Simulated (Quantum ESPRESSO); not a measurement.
# NiO2 (P-3m1) in Quantum ESPRESSO: further runs

One crystal, NiO2, is run at these levels: PBEsol, r2SCAN; tasks: band structure.

Program: Quantum ESPRESSO 7.5. These are calculated values, not measurements. Logs are shortened: lines on timing, memory, paths and dates and some standing lists are left out, and cuts for length are marked.

## Step 1: The crystal as given

It takes space group P-3m1 (No. 164, trigonal). Conventional cell: a = 2.799 Å, b = 2.799 Å, c = 4.618 Å, α = 90.00°, β = 90.00°, γ = 120.00°. Ni (site symmetry -3m) is surrounded by 6 O at 1.88 Å. O (site symmetry 3m) has 3 Ni at 1.88 Å as nearest neighbours.

The cell comes from a database or a generator and needn't be the stable form of this composition.

## Step 2: Band structure, PBEsol, collinear spin, ferromagnetic start

Input file pw.in:

```
&CONTROL
  calculation = 'scf'
  prefix = 'pwscf'
  outdir = './tmp'
  pseudo_dir = './pseudo'
  tprnfor = .true.
  tstress = .true.
  disk_io = 'low'
/
&SYSTEM
  ibrav = 0
  celldm(1) = 8
  nat = 3
  ntyp = 2
  ecutwfc = 45
  ecutrho = 360
  nbnd = 25
  occupations = 'smearing'
  smearing = 'fd'
  degauss = 0.00367493
  nspin = 2
  starting_magnetization(1) = 0.0556
  starting_magnetization(2) = 0
/
&ELECTRONS
  conv_thr = 6d-10
  electron_maxstep = 120
  mixing_beta = 0.3
/
ATOMIC_SPECIES
Ni    58.6934 ni_pbesol_v1.4.uspp.F.UPF
O     15.9990 o_pbesol_v1.2.uspp.F.UPF
CELL_PARAMETERS alat
  0.6611164009274   0.0000000000000   0.0000000000000
 -0.3305582004637   0.5725435980756   0.0000000000000
  0.0000000000000   0.0000000000000   1.0909088923442
ATOMIC_POSITIONS crystal
Ni     0.0000000000    0.0000000000    0.5000000000
O      0.3333333333    0.6666666667    0.2939610000
O      0.6666666667    0.3333333333    0.7060390000
K_POINTS automatic
11 11 6 0 0 0
```

Input file bands.in:

```
&CONTROL
  calculation = 'bands'
  prefix = 'pwscf'
  outdir = './tmp'
  pseudo_dir = './pseudo'
  disk_io = 'low'
  verbosity = 'high'
/
&SYSTEM
  ibrav = 0
  celldm(1) = 8
  nat = 3
  ntyp = 2
  ecutwfc = 45
  ecutrho = 360
  nbnd = 25
  occupations = 'smearing'
  smearing = 'fd'
  degauss = 0.00367493
  nspin = 2
  starting_magnetization(1) = 0.0556
  starting_magnetization(2) = 0
/
&ELECTRONS
  conv_thr = 1d-08
  electron_maxstep = 120
  mixing_beta = 0.3
  diago_full_acc = .true.
  startingwfc = 'random'
/
ATOMIC_SPECIES
Ni    58.6934 ni_pbesol_v1.4.uspp.F.UPF
O     15.9990 o_pbesol_v1.2.uspp.F.UPF
CELL_PARAMETERS alat
  0.6611164009274   0.0000000000000   0.0000000000000
 -0.3305582004637   0.5725435980756   0.0000000000000
  0.0000000000000   0.0000000000000   1.0909088923442
ATOMIC_POSITIONS crystal
Ni     0.0000000000    0.0000000000    0.5000000000
O      0.3333333333    0.6666666667    0.2939610000
O      0.6666666667    0.3333333333    0.7060390000
K_POINTS crystal
60
 0.0000000000  0.0000000000  0.0000000000 1
 0.0625000000  0.0000000000  0.0000000000 1
 0.1250000000  0.0000000000  0.0000000000 1
 0.1875000000  0.0000000000  0.0000000000 1
 0.2500000000  0.0000000000  0.0000000000 1
 0.3125000000  0.0000000000  0.0000000000 1
 0.3750000000  0.0000000000  0.0000000000 1
 0.4375000000  0.0000000000  0.0000000000 1
 0.5000000000  0.0000000000  0.0000000000 1
 0.4583333333  0.0833333333  0.0000000000 1
 0.4166666667  0.1666666667  0.0000000000 1
 0.3750000000  0.2500000000  0.0000000000 1
 0.3333333333  0.3333333333  0.0000000000 1
 0.2962962963  0.2962962963  0.0000000000 1
 0.2592592593  0.2592592593  0.0000000000 1
 0.2222222222  0.2222222222  0.0000000000 1
 0.1851851852  0.1851851852  0.0000000000 1
 0.1481481481  0.1481481481  0.0000000000 1
 0.1111111111  0.1111111111  0.0000000000 1
 0.0740740741  0.0740740741  0.0000000000 1
 0.0370370370  0.0370370370  0.0000000000 1
 0.0000000000  0.0000000000  0.0000000000 1
 0.0000000000  0.0000000000  0.1250000000 1
 0.0000000000  0.0000000000  0.2500000000 1
 0.0000000000  0.0000000000  0.3750000000 1
 0.0000000000  0.0000000000  0.5000000000 1
 0.0625000000  0.0000000000  0.5000000000 1
 0.1250000000  0.0000000000  0.5000000000 1
 0.1875000000  0.0000000000  0.5000000000 1
 0.2500000000  0.0000000000  0.5000000000 1
 0.3125000000  0.0000000000  0.5000000000 1
 0.3750000000  0.0000000000  0.5000000000 1
 0.4375000000  0.0000000000  0.5000000000 1
 0.5000000000  0.0000000000  0.5000000000 1
 0.4666666667  0.0666666667  0.5000000000 1
 0.4333333333  0.1333333333  0.5000000000 1
 0.4000000000  0.2000000000  0.5000000000 1
 0.3666666667  0.2666666667  0.5000000000 1
 0.3333333333  0.3333333333  0.5000000000 1
 0.3030303030  0.3030303030  0.5000000000 1
 0.2727272727  0.2727272727  0.5000000000 1
 0.2424242424  0.2424242424  0.5000000000 1
 0.2121212121  0.2121212121  0.5000000000 1
 0.1818181818  0.1818181818  0.5000000000 1
 0.1515151515  0.1515151515  0.5000000000 1
 0.1212121212  0.1212121212  0.5000000000 1
 0.0909090909  0.0909090909  0.5000000000 1
 0.0606060606  0.0606060606  0.5000000000 1
 0.0303030303  0.0303030303  0.5000000000 1
 0.0000000000  0.0000000000  0.5000000000 1
 0.5000000000  0.0000000000  0.5000000000 1
 0.5000000000  0.0000000000  0.3750000000 1
 0.5000000000  0.0000000000  0.2500000000 1
 0.5000000000  0.0000000000  0.1250000000 1
 0.5000000000  0.0000000000  0.0000000000 1
 0.3333333333  0.3333333333  0.0000000000 1
 0.3333333333  0.3333333333  0.1250000000 1
 0.3333333333  0.3333333333  0.2500000000 1
 0.3333333333  0.3333333333  0.3750000000 1
 0.3333333333  0.3333333333  0.5000000000 1
```

Potentials or basis: GBRV 1.5 PBEsol.

Started as:

```bash
$ OMP_NUM_THREADS=1 mpirun -n 2 pw.x -nk 2 -in pw.in > pw.out
$ OMP_NUM_THREADS=1 mpirun -n 2 pw.x -nk 2 -in bands.in > bands.out
```

pw.out:

```text
This program is part of the open-source Quantum ESPRESSO suite
     for quantum simulation of materials; please cite
[... 13 lines left out ...]
     --------------------
     sticks:   dense  smooth     PW     G-vecs:    dense   smooth      PW
     Sum         685     349    109                24377     8677    1521

     Using Slab Decomposition

     bravais-lattice index     =            0
     lattice parameter (alat)  =       8.0000  a.u.
     unit-cell volume          =     211.4194 (a.u.)^3
     number of atoms/cell      =            3
     number of atomic types    =            2
     number of electrons       =        30.00
     number of Kohn-Sham states=           25
     kinetic-energy cutoff     =      45.0000  Ry
     charge density cutoff     =     360.0000  Ry
     scf convergence threshold =      6.0E-10
     mixing beta               =       0.3000
     number of iterations used =            8  plain     mixing
     Exchange-correlation= SLA  PW   PSX  PSC
                           (   1   4  10   8   0   0   0)

     celldm(1)=   8.000000  celldm(2)=   0.000000  celldm(3)=   0.000000
     celldm(4)=   0.000000  celldm(5)=   0.000000  celldm(6)=   0.000000

     crystal axes: (cart. coord. in units of alat)
               a(1) = (   0.661116   0.000000   0.000000 )
               a(2) = (  -0.330558   0.572544   0.000000 )
               a(3) = (   0.000000   0.000000   1.090909 )

     reciprocal axes: (cart. coord. in units 2 pi/alat)
               b(1) = (  1.512593  0.873296 -0.000000 )
               b(2) = (  0.000000  1.746592  0.000000 )
               b(3) = (  0.000000 -0.000000  0.916667 )

     PseudoPot. # 1 for Ni read from file:
     ni_pbesol_v1.4.uspp.F.UPF
     Pseudo is Ultrasoft + core correction, Zval = 18.0
     Generated by new atomic code, or converted to UPF format
     Using radial grid of  865 points,  6 beta functions with:
                l(1) =   0
                l(2) =   0
                l(3) =   1
                l(4) =   1
                l(5) =   2
                l(6) =   2
     Q(r) pseudized with 10 coefficients,  rinner =    0.980   0.980   0.980
                                                       0.980   0.980

     PseudoPot. # 2 for O  read from file:
     o_pbesol_v1.2.uspp.F.UPF
     Pseudo is Ultrasoft + core correction, Zval =  6.0
     Generated by new atomic code, or converted to UPF format
     Using radial grid of  737 points,  5 beta functions with:
                l(1) =   0
                l(2) =   0
                l(3) =   1
                l(4) =   1
                l(5) =   2
     Q(r) pseudized with  8 coefficients,  rinner =    0.900   0.900   0.900
                                                       0.900   0.900

     atomic species   valence    mass     pseudopotential
     Ni               18.00    58.69340     Ni( 1.00)
     O                 6.00    15.99900     O ( 1.00)

     Starting magnetic structure
     atomic species   magnetization
     Ni              0.056
     O               0.000

     12 Sym. Ops., with inversion, found

   Cartesian axes

     site n.     atom                  positions (alat units)
         1        Ni     tau(   1) = (   0.0000000   0.0000000   0.5454544  )
         2        O      tau(   2) = (  -0.0000000   0.3816957   0.3206847  )
         3        O      tau(   3) = (   0.3305582   0.1908479   0.7702242  )

     number of k points=    84  Fermi-Dirac smearing, width (Ry)=  0.0037
                       cart. coord. in units 2pi/alat
        k(    1) = (   0.0000000   0.0000000   0.0000000), wk =   0.0013774
        k(    2) = (   0.0000000   0.0000000   0.1527778), wk =   0.0027548
        k(    3) = (   0.0000000   0.0000000   0.3055556), wk =   0.0027548
        k(    4) = (   0.0000000   0.0000000  -0.4583334), wk =   0.0013774
        k(    5) = (   0.0000000   0.1587811   0.0000000), wk =   0.0082645
        k(    6) = (   0.0000000   0.1587811   0.1527778), wk =   0.0082645
[... 76 lines left out ...]
        k(   83) = (  -0.2750169   0.7939054  -0.1527778), wk =   0.0165289
        k(   84) = (  -0.2750169   0.7939054  -0.3055556), wk =   0.0165289

     Dense  grid:    24377 G-vectors     FFT dimensions: (  32,  32,  54)

     Smooth grid:     8677 G-vectors     FFT dimensions: (  24,  24,  40)

     Check: negative core charge=   -0.000004
     Generating pointlists ...
     new r_m :   0.1827 (alat units)  1.4618 (a.u.) for type    1
     new r_m :   0.1827 (alat units)  1.4618 (a.u.) for type    2

     Initial potential from superposition of free atoms

     starting charge      28.0000, renormalised to      30.0000
     Starting wfcs are   21 randomized atomic wfcs +    4 random wfcs

     Self-consistent Calculation

     iteration #  1     ecut=    45.00 Ry     beta= 0.30
     Davidson diagonalization with overlap
     ethr =  1.00E-02,  avg # of iterations =  5.7

     total energy              =    -396.16285707 Ry
     estimated scf accuracy    <      32.92829631 Ry

     total magnetization       =     0.39 Bohr mag/cell
     absolute magnetization    =     0.44 Bohr mag/cell

     iteration #  2     ecut=    45.00 Ry     beta= 0.30
     Davidson diagonalization with overlap
     ethr =  1.00E-02,  avg # of iterations =  3.0

     total energy              =    -406.47769735 Ry
     estimated scf accuracy    <      18.13063586 Ry

     total magnetization       =     0.03 Bohr mag/cell
     absolute magnetization    =     0.04 Bohr mag/cell

     iteration #  3     ecut=    45.00 Ry     beta= 0.30
     Davidson diagonalization with overlap
     ethr =  1.00E-02,  avg # of iterations =  2.0

     total energy              =    -406.99854067 Ry
     estimated scf accuracy    <       1.84619985 Ry

     total magnetization       =     0.02 Bohr mag/cell
     absolute magnetization    =     0.19 Bohr mag/cell
[... 105 lines left out ...]
     total energy              =    -407.41707239 Ry
     estimated scf accuracy    <          9.3E-09 Ry

     total magnetization       =    -0.00 Bohr mag/cell
     absolute magnetization    =     0.00 Bohr mag/cell

     iteration # 15     ecut=    45.00 Ry     beta= 0.30
     Davidson diagonalization with overlap
     ethr =  3.11E-11,  avg # of iterations =  2.0

     total energy              =    -407.41707240 Ry
     estimated scf accuracy    <          7.1E-10 Ry

     total magnetization       =    -0.00 Bohr mag/cell
     absolute magnetization    =     0.00 Bohr mag/cell

     iteration # 16     ecut=    45.00 Ry     beta= 0.30
     Davidson diagonalization with overlap
     ethr =  2.35E-12,  avg # of iterations =  2.0

     Magnetic moment per site  (integrated on atomic sphere of radius R)
     atom   1 (R=0.183)  charge= 15.0746  magn= -0.0000
     atom   2 (R=0.183)  charge=  5.0774  magn= -0.0000
     atom   3 (R=0.183)  charge=  5.0774  magn= -0.0000

     End of self-consistent calculation

     Number of k-points >= 100: set verbosity='high' to print the bands.

     the Fermi energy is     7.5599 ev

!    total energy              =    -407.41707242 Ry
     estimated scf accuracy    <          3.5E-10 Ry
     smearing contrib. (-TS)   =      -0.00000034 Ry
     internal energy E=F+TS    =    -407.41707208 Ry

     The total energy is F=E-TS. E is the sum of the following terms:
     one-electron contribution =    -353.82605476 Ry
     hartree contribution      =     189.26887836 Ry
     xc contribution           =     -49.23987572 Ry
     ewald contribution        =    -193.62001996 Ry

     total magnetization       =    -0.00 Bohr mag/cell
     absolute magnetization    =     0.00 Bohr mag/cell

     convergence has been achieved in  16 iterations

     Forces acting on atoms (cartesian axes, Ry/au):

     atom    1 type  1   force =     0.00000000    0.00000000    0.00000000
     atom    2 type  2   force =     0.00000000    0.00000000    0.01611155
     atom    3 type  2   force =     0.00000000    0.00000000   -0.01611155

     Total force =     0.022785     Total SCF correction =     0.000002

     Computing stress (Cartesian axis) and pressure

          total   stress  (Ry/bohr**3)                   (kbar)     P=      -41.43
  -0.00029181   0.00000000  -0.00000000          -42.93        0.00       -0.00
   0.00000000  -0.00029181  -0.00000000            0.00      -42.93       -0.00
  -0.00000000  -0.00000000  -0.00026122           -0.00       -0.00      -38.43

=------------------------------------------------------------------------------=
   JOB DONE.
=------------------------------------------------------------------------------=
```

Run time: 38 s. Hardware: 2 MPI ranks of Intel Xeon 6975P-C (Granite Rapids), shared host; peak memory 0.26 GiB.

Results:

- Free energy: -5543.1917 eV
- Pressure: -4.1 GPa
- Largest force: 0.414 eV/Å
- Band gap on the k mesh: 0.92 eV, indirect (least direct gap 1.18 eV)
- Band gap along the path: 1.08 eV, indirect (least direct gap 1.37 eV)
- Net moment: 0.00 μB per cell
- Absolute moment: 0.00 μB per cell
- Valence electrons inside the program's atomic spheres: Ni 15.07; O 5.08

Forces in eV/Å, atoms in the order of the input:
```
Ni   0.000  0.000  0.000
O    0.000  0.000  0.414
O    0.000  0.000 -0.414
```

Levels at the corners of the path, in eV from the valence-band top:
Spin up:
```tsv
point	band 11	band 12	band 13	band 14	band 15	band 16	band 17	band 18	band 19	band 20
Γ	-2.13	-1.08	-1.08	-0.76	-0.43	2.21	2.21	7.59	10.93	14.80
M	-2.79	-2.20	-1.73	-1.66	-1.02	1.58	2.16	12.34	13.21	13.96
K	-3.48	-2.75	-1.82	-0.73	-0.73	1.32	1.32	13.87	14.74	14.74
Γ	-2.13	-1.08	-1.08	-0.76	-0.43	2.21	2.21	7.59	10.93	14.80
A	-2.14	-2.06	-1.12	-1.12	-0.12	2.25	2.25	9.67	9.83	14.01
L	-2.70	-1.73	-1.69	-1.58	-1.10	1.59	2.07	11.62	12.75	14.76
H	-3.39	-3.02	-1.81	-0.84	-0.84	1.62	1.62	13.53	14.64	15.58
A	-2.14	-2.06	-1.12	-1.12	-0.12	2.25	2.25	9.67	9.83	14.01
L	-2.70	-1.73	-1.69	-1.58	-1.10	1.59	2.07	11.62	12.75	14.76
M	-2.79	-2.20	-1.73	-1.66	-1.02	1.58	2.16	12.34	13.21	13.96
K	-3.48	-2.75	-1.82	-0.73	-0.73	1.32	1.32	13.87	14.74	14.74
H	-3.39	-3.02	-1.81	-0.84	-0.84	1.62	1.62	13.53	14.64	15.58
```
Spin down:
```csv
point,band 11,band 12,band 13,band 14,band 15,band 16,band 17,band 18,band 19,band 20
Γ,-2.13,-1.08,-1.08,-0.76,-0.43,2.21,2.21,7.59,10.93,14.80
M,-2.79,-2.20,-1.73,-1.66,-1.02,1.58,2.16,12.34,13.21,13.96
K,-3.48,-2.75,-1.82,-0.73,-0.73,1.32,1.32,13.87,14.74,14.74
Γ,-2.13,-1.08,-1.08,-0.76,-0.43,2.21,2.21,7.59,10.93,14.80
A,-2.14,-2.06,-1.12,-1.12,-0.12,2.25,2.25,9.67,9.83,14.01
L,-2.70,-1.73,-1.69,-1.58,-1.10,1.59,2.07,11.62,12.75,14.76
H,-3.39,-3.02,-1.81,-0.84,-0.84,1.62,1.62,13.53,14.64,15.58
A,-2.14,-2.06,-1.12,-1.12,-0.12,2.25,2.25,9.67,9.83,14.01
L,-2.70,-1.73,-1.69,-1.58,-1.10,1.59,2.07,11.62,12.75,14.76
M,-2.79,-2.20,-1.73,-1.66,-1.02,1.58,2.16,12.34,13.21,13.96
K,-3.48,-2.75,-1.82,-0.73,-0.73,1.32,1.32,13.87,14.74,14.74
H,-3.39,-3.02,-1.81,-0.84,-0.84,1.62,1.62,13.53,14.64,15.58
```

## Step 3: Band structure, r2SCAN, collinear spin, ferromagnetic start

pw.in, as its differences from that of step 2:

```diff
@@ -6,3 +6,2 @@
   tprnfor = .true.
-  tstress = .true.
   disk_io = 'low'
@@ -14,5 +13,5 @@
   ntyp = 2
-  ecutwfc = 45
-  ecutrho = 360
+  ecutwfc = 88
   nbnd = 25
+  input_dft = 'r2scan'
   occupations = 'smearing'
@@ -23,5 +22,6 @@
   starting_magnetization(2) = 0
+  nosym = .true.
 /
 &ELECTRONS
-  conv_thr = 6d-10
+  conv_thr = 1d-08
   electron_maxstep = 120
@@ -30,4 +30,4 @@
 ATOMIC_SPECIES
-Ni    58.6934 ni_pbesol_v1.4.uspp.F.UPF
-O     15.9990 o_pbesol_v1.2.uspp.F.UPF
+Ni    58.6934 Ni_ONCV_PBE-1.2.upf
+O     15.9990 O_ONCV_PBE-1.2.upf
 CELL_PARAMETERS alat
@@ -41,2 +41,2 @@
 K_POINTS automatic
-11 11 6 0 0 0
+7 7 4 0 0 0
```

bands.in, as its differences from that of step 2:

```diff
@@ -13,5 +13,5 @@
   ntyp = 2
-  ecutwfc = 45
-  ecutrho = 360
+  ecutwfc = 88
   nbnd = 25
+  input_dft = 'r2scan'
   occupations = 'smearing'
@@ -22,2 +22,3 @@
   starting_magnetization(2) = 0
+  nosym = .true.
 /
@@ -31,4 +32,4 @@
 ATOMIC_SPECIES
-Ni    58.6934 ni_pbesol_v1.4.uspp.F.UPF
-O     15.9990 o_pbesol_v1.2.uspp.F.UPF
+Ni    58.6934 Ni_ONCV_PBE-1.2.upf
+O     15.9990 O_ONCV_PBE-1.2.upf
 CELL_PARAMETERS alat
```

Potentials or basis: SG15 PBE 1.2.

Started as:

```bash
$ OMP_NUM_THREADS=1 mpirun -n 2 pw.x -nk 2 -in pw.in > pw.out
$ OMP_NUM_THREADS=1 mpirun -n 2 pw.x -nk 2 -in bands.in > bands.out
```

Wall time 4.8 min (2 MPI ranks of Intel Xeon 6975P-C (Granite Rapids), shared host); peak memory 0.44 GiB.

It converged, with:

* Free energy: -5062.3476 eV
* Largest force: 0.283 eV/Å
* Band gap on the k mesh: 1.12 eV, indirect (least direct gap 1.42 eV)
* Band gap along the path: 1.26 eV, indirect (least direct gap 1.58 eV)
* Net moment: 0.00 μB per cell
* Absolute moment: 0.00 μB per cell
* Valence electrons inside the program's atomic spheres: Ni 15.03; O 5.12

Forces in eV/Å, atoms in the order of the input:
```
Ni   0.000  0.000  0.000
O    0.000  0.000  0.283
O    0.000  0.000 -0.283
```

Levels at the corners of the path, in eV from the valence-band top:
Spin up:
| point | band 12 | band 13 | band 14 | band 15 | band 16 | band 17 | band 18 | band 19 |
| --- | --- | --- | --- | --- | --- | --- | --- | --- |
| Γ | -1.02 | -1.02 | -0.68 | -0.45 | 2.42 | 2.42 | 8.33 | 12.05 |
| M | -2.15 | -1.85 | -1.72 | -1.07 | 1.76 | 2.38 | 13.47 | 14.25 |
| K | -2.69 | -1.91 | -0.79 | -0.79 | 1.53 | 1.53 | 14.86 | 15.99 |
| Γ | -1.02 | -1.02 | -0.68 | -0.45 | 2.42 | 2.42 | 8.33 | 12.05 |
| A | -1.99 | -1.06 | -1.06 | -0.12 | 2.46 | 2.46 | 10.58 | 10.71 |
| L | -1.86 | -1.74 | -1.54 | -1.16 | 1.77 | 2.29 | 12.61 | 13.79 |
| H | -2.95 | -1.90 | -0.90 | -0.90 | 1.82 | 1.82 | 14.51 | 15.89 |
| A | -1.99 | -1.06 | -1.06 | -0.12 | 2.46 | 2.46 | 10.58 | 10.71 |
| L | -1.86 | -1.74 | -1.54 | -1.16 | 1.77 | 2.29 | 12.61 | 13.79 |
| M | -2.15 | -1.85 | -1.72 | -1.07 | 1.76 | 2.38 | 13.47 | 14.25 |
| K | -2.69 | -1.91 | -0.79 | -0.79 | 1.53 | 1.53 | 14.86 | 15.99 |
| H | -2.95 | -1.90 | -0.90 | -0.90 | 1.82 | 1.82 | 14.51 | 15.89 |
Spin down:
```csv
point,band 11,band 12,band 13,band 14,band 15,band 16,band 17,band 18,band 19,band 20
Γ,-2.20,-1.02,-1.02,-0.68,-0.45,2.42,2.42,8.33,12.05,15.96
M,-2.74,-2.15,-1.85,-1.72,-1.07,1.76,2.38,13.47,14.25,14.93
K,-3.51,-2.69,-1.91,-0.79,-0.79,1.53,1.53,14.86,15.99,15.99
Γ,-2.20,-1.02,-1.02,-0.68,-0.45,2.42,2.42,8.33,12.05,15.96
A,-2.20,-1.99,-1.06,-1.06,-0.12,2.46,2.46,10.58,10.71,15.22
L,-2.65,-1.86,-1.74,-1.54,-1.16,1.77,2.29,12.61,13.79,16.00
H,-3.41,-2.95,-1.90,-0.90,-0.90,1.82,1.82,14.51,15.89,16.91
A,-2.20,-1.99,-1.06,-1.06,-0.12,2.46,2.46,10.58,10.71,15.22
L,-2.65,-1.86,-1.74,-1.54,-1.16,1.77,2.29,12.61,13.79,16.00
M,-2.74,-2.15,-1.85,-1.72,-1.07,1.76,2.38,13.47,14.25,14.93
K,-3.51,-2.69,-1.91,-0.79,-0.79,1.53,1.53,14.86,15.99,15.99
H,-3.41,-2.95,-1.90,-0.90,-0.90,1.82,1.82,14.51,15.89,16.91
```

Caveat: the potentials were made for another functional, which shifts forces and pressure.
